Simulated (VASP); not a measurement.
# GaSb (F-43m) in VASP: elastic constants with LDA

Aim: the elastic constants of GaSb with LDA.

Everything below comes from runs of VASP 6.6.1. Logs are shortened: lines on timing, memory, paths and dates and some standing lists are left out, and cuts for length are marked.

## Step 1: Starting point

The structure is cubic, space group F-43m (No. 216). The conventional cell has a = 6.137 Å, b = 6.137 Å, c = 6.137 Å, α = 90.00°, β = 90.00°, γ = 90.00°. Around Ga (site symmetry -43m) lie 4 Sb at 2.66 Å. Sb (site symmetry -43m) is surrounded by 4 Ga at 2.66 Å.

The cell is a database's computed one.

## Step 2: Elastic constants, LDA

Contents of POSCAR:

```
GaSb
1.0
    0.0000000000      3.0686043200      3.0686043200
    3.0686043200      0.0000000000      3.0686043200
    3.0686043200      3.0686043200      0.0000000000
Ga Sb
1 1
Direct
    0.0000000000      0.0000000000      0.0000000000
    0.2500000000      0.2500000000      0.2500000000
```

Contents of INCAR.step1:

```
SYSTEM = GaSb
PREC = Accurate ; ENCUT = 600
EDIFF = 1E-8 ; ISMEAR = 0
SIGMA = 0.1 ; LREAL = .False.
LASPH = .True. ; NELM = 60
ALGO = Fast ; ISIF = 3
LWAVE = .False. ; LCHARG = .False.
GGA = CA ; IBRION = 2
NSW = 40 ; EDIFFG = -0.002
```

Contents of INCAR.step2:

```
SYSTEM = GaSb
PREC = Accurate ; ENCUT = 600
EDIFF = 1E-8 ; ISMEAR = 0
SIGMA = 0.1 ; LREAL = .False.
LASPH = .True. ; NELM = 60
ALGO = Fast ; ISIF = 3
LWAVE = .False. ; LCHARG = .False.
GGA = CA ; IBRION = 6
NFREE = 2 ; POTIM = 0.015
NSW = 1
```

Contents of KPOINTS:

```
regular mesh
0
Gamma
  12 12 12
  0 0 0
```

Potentials or basis: VASP PAW LDA potentials, release 64 (Ga_d, Sb).

The run is started by

```console
$ cat potpaw_LDA.64/Ga_d/POTCAR potpaw_LDA.64/Sb/POTCAR > POTCAR
$ cp INCAR.step1 INCAR
$ mpirun -np 1 vasp_std > vasp.out
$ cp CONTCAR POSCAR
$ cp INCAR.step2 INCAR
$ mpirun -np 1 vasp_std > vasp.out
```

OUTCAR:

```text
SYSTEM = GaSb
   PREC = Accurate
   ENCUT = 600
   EDIFF = 1E-8
   ISMEAR = 0
   LREAL = .False.
   LASPH = .True.
   NELM = 60
   ISIF = 3
   GGA = CA
   IBRION = 6
   NFREE = 2
   POTIM = 0.015
   NSW = 1

 ion  position               nearest neighbor table
   1  0.000  0.000  0.000-   2 2.62   2 2.62   2 2.62   2 2.62
   2  0.250  0.250  0.250-   1 2.62   1 2.62   1 2.62   1 2.62

  LATTYP: Found a face centered cubic cell.
 ALAT       =     6.0557062268

  Lattice vectors:

 A1 = (   0.0000000000,   3.0278531134,   3.0278531134)
 A2 = (   3.0278531134,   0.0000000000,   3.0278531134)
 A3 = (   3.0278531134,   3.0278531134,   0.0000000000)

Analysis of symmetry for initial positions (statically):
=====================================================================
 Subroutine PRICEL returns:
 Original cell was already a primitive cell.

 Routine SETGRP: Setting up the symmetry group for a
 face centered cubic supercell.

 Subroutine GETGRP returns: Found 24 space group operations
 (whereof 24 operations were pure point group operations)
 out of a pool of 48 trial point group operations.

The static configuration has the point symmetry T_d .

Analysis of symmetry for dynamics (positions and initial velocities):
=====================================================================
 Subroutine PRICEL returns:
 Original cell was already a primitive cell.

 Routine SETGRP: Setting up the symmetry group for a
 face centered cubic supercell.

 Subroutine GETGRP returns: Found 24 space group operations
 (whereof 24 operations were pure point group operations)
 out of a pool of 48 trial point group operations.

The dynamic configuration has the point symmetry T_d .

 Subroutine INISYM returns: Found 24 space group operations
 (whereof 24 operations are pure point group operations),
 and found     1 'primitive' translations

----------------------------------------------------------------------------------------

                                     Primitive cell

  volume of cell :      55.5181

  direct lattice vectors                    reciprocal lattice vectors
     0.000000000  3.027853113  3.027853113    -0.165133506  0.165133506  0.165133506
     3.027853113  0.000000000  3.027853113     0.165133506 -0.165133506  0.165133506
     3.027853113  3.027853113  0.000000000     0.165133506  0.165133506 -0.165133506

  length of vectors
     4.282030938  4.282030938  4.282030938     0.286019622  0.286019622  0.286019622

  position of ions in fractional coordinates (direct lattice)
     0.000000000  0.000000000  0.000000000
     0.250000000  0.250000000  0.250000000

  ion indices of the primitive-cell ions
   primitive index   ion index
                 1           1
                 2           2

----------------------------------------------------------------------------------------

 KPOINTS: regular mesh

Automatic generation of k-mesh.
 Grid dimensions read from file:
 generate k-points for:   12   12   12

 Generating k-lattice:

  Cartesian coordinates                     Fractional coordinates (reciprocal lattice)
    -0.013761125  0.013761125  0.013761125     0.083333333  0.000000000  0.000000000
     0.013761125 -0.013761125  0.013761125     0.000000000  0.083333333  0.000000000
     0.013761125  0.013761125 -0.013761125     0.000000000  0.000000000  0.083333333

  Length of vectors
     0.023834969  0.023834969  0.023834969

  Shift w.r.t. Gamma in fractional coordinates (k-lattice)
     0.000000000  0.000000000  0.000000000

 Subroutine IBZKPT returns following result:
 ===========================================

 Found     72 irreducible k-points:

 Following reciprocal coordinates:
            Coordinates               Weight
  0.000000  0.000000  0.000000      1.000000
  0.083333  0.000000  0.000000      8.000000
  0.166667  0.000000  0.000000      8.000000
  0.250000  0.000000  0.000000      8.000000
  0.333333  0.000000  0.000000      8.000000
[... 60 lines left out ...]
  Fermi-wavevector in a.u.,A,eV,Ry     =   1.124659  2.125297 17.209436  1.264858
  Thomas-Fermi vector in A             =   2.261332
   LORBIT       =      0    0 simple, 1 ext, 2 COOP (PROOUT), +10 PAW based schemes
   GGA     = CA    functional components
   LHFCALC =     F    Hartree Fock is set to
   AEXX    =    0.0000 exact exchange contribution
   IVDW    =     0    specifies the selected vdW correction
   LEPSILON=     F    determine dielectric tensor
   LRPA    =     F    only Hartree local field effects (RPA)
 finite differences with symmetry
 non-spin polarized calculation
 RMM-DIIS sequential band-by-band and
 Gauss-broadening in eV      SIGMA  =   0.10
  energy-cutoff  :      600.00
  volume of cell :       55.52
 maximum number of plane-waves:      1880
 NGX is ok and might be reduce to    36
   NGX = 17   NGY = 17   NGZ = 17

--------------------------------------- Ionic step        1  -------------------------------------------

 number of electron      18.0000005 magnetization

 Free energy of the ion-electron system (eV)
  ---------------------------------------------------
  ext. energy  EPLUGINS =         0.00000000
  ---------------------------------------------------
  free energy    TOTEN  =        -8.67385394 eV

  energy without entropy =       -8.67376067  energy(sigma->0) =       -8.67380731

------------------------ aborting loop because EDIFF is reached ----------------------------------------

  FORCE on cell =-STRESS in cart. coord.  units (eV):
  Direction    XX          YY          ZZ          XY          YZ          ZX
  --------------------------------------------------------------------------------------
  -------------------------------------------------------------------------------------
  Total       -0.0033706     -0.0033706     -0.0033706      0.0000000      0.0000000      0.0000000
  in kB       -0.0972721     -0.0972721     -0.0972721      0.0000000      0.0000000      0.0000000
  external PRESSURE =      -0.0972721 kB  Pullay stress =       0.0000000 kB
[... 89 lines left out ...]
  FREE ENERGIE OF THE ION-ELECTRON SYSTEM (eV)
  ---------------------------------------------------
  free  energy   TOTEN  =        -8.6704255126 eV

  energy  without entropy=       -8.6703810294  energy(sigma->0) =       -8.67040327

[... ionic steps 4 to 14 ...]

--------------------------------------- Ionic step       15  -------------------------------------------

 number of electron      18.0000003 magnetization

------------------------ aborting loop because EDIFF is reached ----------------------------------------
[... 67 lines left out ...]
--------------------------------------- Ionic step       17  -------------------------------------------

 number of electron      18.0000005 magnetization

 Free energy of the ion-electron system (eV)
  ---------------------------------------------------
  ext. energy  EPLUGINS =         0.00000000
  ---------------------------------------------------
  free energy    TOTEN  =        -8.67291662 eV

  energy without entropy =       -8.67282299  energy(sigma->0) =       -8.67286980

 E-fermi :   5.0883     XC(G=0):  -9.5297

 val. band max:        5.0456085617   @ k =   0.0000   0.0000   0.0000
 cond. band min:       5.0952586640   @ k =   0.0000   0.0000   0.0000
 fundamental gap:      0.0496501024
 Fermi energy:         5.0883461513

 k-point     1 :       0.0000    0.0000    0.0000
  band No.  band energies     occupation
      1     -10.2095      2.00000
      2     -10.2080      2.00000
      3     -10.2063      2.00000
      4     -10.1537      2.00000
      5     -10.1537      2.00000
      6      -6.7344      2.00000
      7       4.9526      1.94516
      8       4.9995      1.79082
      9       5.0456      1.45442
     10       5.0953      0.92212
     11       7.7061      0.00000
     12       7.7404      0.00000
     13       7.7764      0.00000
[... 354 lines left out ...]
  band No.  band energies     occupation
      1     -10.2425      2.00000
      2     -10.1931      2.00000
      3     -10.1919      2.00000
      4     -10.1557      2.00000
      5     -10.1542      2.00000
      6      -4.8249      2.00000
      7      -1.4946      2.00000
      8       2.1533      2.00000
      9       3.4605      2.00000
     10       6.6730      0.00000
     11       8.7208      0.00000
     12       9.5709      0.00000
     13      11.9179      0.00000

 [... further k-points ...]
[... 5 lines left out ...]
  --------------------------------------------------------------------------------------
  -------------------------------------------------------------------------------------
  Total        0.0012853      0.0031864      0.0031864      0.0000000      0.1130063      0.0000000
  in kB        0.0370908      0.0919550      0.0919550      0.0000000      3.2612118      0.0000000
  external PRESSURE =       0.0736669 kB  Pullay stress =       0.0000000 kB
[... 17 lines left out ...]
  FREE ENERGIE OF THE ION-ELECTRON SYSTEM (eV)
  ---------------------------------------------------
  free  energy   TOTEN  =        -8.6729166169 eV

  energy  without entropy=       -8.6728229887  energy(sigma->0) =       -8.67286980

 INTERNAL STRAIN TENSORS FROM STRAINED CELLS
 ============================================

 INTERNAL STRAIN TENSOR FOR ION    1 for displacements in x,y,z  (eV/Angst):
          X           Y           Z          XY          YZ          ZX
  --------------------------------------------------------------------------------
  x    -0.00000    -0.00000     0.00000     0.00000     7.53662     0.00000
  y    -0.00000     0.00000     0.00000    -0.00000     0.00000     7.53666
  z    -0.00000     0.00000     0.00000     7.53805     0.00000     0.00000

 INTERNAL STRAIN TENSORS FROM DISPLACED ATOMS
 ============================================

 INTERNAL STRAIN TENSOR FOR ION    1 for displacements in x,y,z  (eV/Angst):
          X           Y           Z          XY          YZ          ZX
  --------------------------------------------------------------------------------
  x     0.00000    -0.00000    -0.00000     0.00000     7.53447     0.00000
  y    -0.00000    -0.00000    -0.00000     0.00000     0.00000     7.53447
  z    -0.00000    -0.00000     0.00000     7.53447     0.00000     0.00000

 INTERNAL STRAIN TENSOR FOR ION    2 for displacements in x,y,z  (eV/Angst):
          X           Y           Z          XY          YZ          ZX
  --------------------------------------------------------------------------------
  x     0.00000     0.00000     0.00000     0.00000    -7.53328     0.00000
  y     0.00000     0.00000     0.00000     0.00000     0.00000    -7.53328
  z     0.00000     0.00000     0.00000    -7.53328     0.00000     0.00000

 Eigenvectors and eigenvalues of the dynamical matrix
 ----------------------------------------------------

   1 f  =    6.785136 THz    42.632269 2PiTHz  226.327784 cm-1    28.061056 meV
             X         Y         Z           dx          dy          dz
      0.000000  0.000000  0.000000    -0.797860    0.000000    0.000000
      1.513927  1.513927  1.513927     0.602843   -0.000000    0.000000
[... 21 lines left out ...]
   6 f/i=    0.005082 THz     0.031931 2PiTHz    0.169516 cm-1     0.021017 meV
             X         Y         Z           dx          dy          dz
      0.000000  0.000000  0.000000     0.001895    0.141938   -0.585892
      1.513927  1.513927  1.513927     0.002509    0.187854   -0.775426

--------------------------------------------------------------------------------------------------------

 ELASTIC MODULI CONTR FROM IONIC RELAXATION (kBar)
 Direction    XX          YY          ZZ          XY          YZ          ZX
 --------------------------------------------------------------------------------
 XX          -0.0000     -0.0000      0.0000      0.0000     -0.0000      0.0000
 YY          -0.0000     -0.0000     -0.0000      0.0000      0.0000      0.0000
 ZZ           0.0000     -0.0000     -0.0000     -0.0000      0.0000      0.0000
 XY           0.0000      0.0000     -0.0000   -196.2202      0.0000      0.0000
 YZ          -0.0000      0.0000      0.0000      0.0000   -196.2202      0.0000
 ZX           0.0000      0.0000      0.0000      0.0000      0.0000   -196.2202
 --------------------------------------------------------------------------------

 TOTAL ELASTIC MODULI (kBar)
 Direction    XX          YY          ZZ          XY          YZ          ZX
 --------------------------------------------------------------------------------
 XX         854.9455    390.4666    390.4666      0.0000     -0.0000     -0.0000
 YY         390.4666    854.9455    390.4666     -0.0000      0.0000      0.0000
 ZZ         390.4666    390.4666    854.9455     -0.0000      0.0000      0.0000
 XY           0.0000     -0.0000     -0.0000    420.6366      0.0000      0.0000
 YZ          -0.0000      0.0000      0.0000      0.0000    420.6366      0.0000
 ZX          -0.0000      0.0000      0.0000      0.0000      0.0000    420.6366
 --------------------------------------------------------------------------------
```

Run time: 74 min. Hardware: 1 thread of Intel Xeon Platinum 8259CL at 2.50GHz (Skylake/Cascade Lake), shared host; peak memory 0.8 GiB.

Results:

| Property | Result |
| --- | --- |
| Relaxed volume | 27.76 Å³/atom |
| Relaxed cell | a = 4.282 Å, b = 4.282 Å, c = 4.282 Å, α = 60.00°, β = 60.00°, γ = 60.00° |
| Space group after relaxing (to 0.05 Å) | F-43m (No. 216) |
| Elastic constants C11, C12, C44 | 85, 39, 42 GPa |
| Voigt bulk modulus | 55 GPa |
| Highest phonon frequency at Γ, LO-TO splitting left out | 226 cm⁻¹ |

Step by step:
```csv
step,energy change (eV),largest force (eV/Å),pressure (GPa),volume (Å³)
1,0.0000,0.0000,-2.03,57.79
2,-0.0132,0.0000,0.76,54.78
3,-0.0149,0.0000,0.01,55.52
```

Final structure:
```
CELL_PARAMETERS angstrom
0.00000 3.02785 3.02785
3.02785 0.00000 3.02785
3.02785 3.02785 0.00000
ATOMIC_POSITIONS crystal
Ga 0.00000 0.00000 0.00000
Sb 0.25000 0.25000 0.25000
```

Phonon frequencies in cm⁻¹ (negative: imaginary):
```csv
q point,frequencies
"(0.000, 0.000, 0.000)",0 0 0 226 226 226
```

Elastic tensor in Voigt notation (GPa, in the Cartesian axes of the cell as first typed):
```
85 39 39  0  0  0
39 85 39  0  0  0
39 39 85  0  0  0
 0  0  0 42  0  0
 0  0  0  0 42  0
 0  0  0  0  0 42
```

Clamped-ion elastic tensor (GPa):
```
85 39 39  0  0  0
39 85 39  0  0  0
39 39 85  0  0  0
 0  0  0 62  0  0
 0  0  0  0 62  0
 0  0  0  0  0 62
```

Spin-orbit coupling is left out, which matters for the levels of Sb.
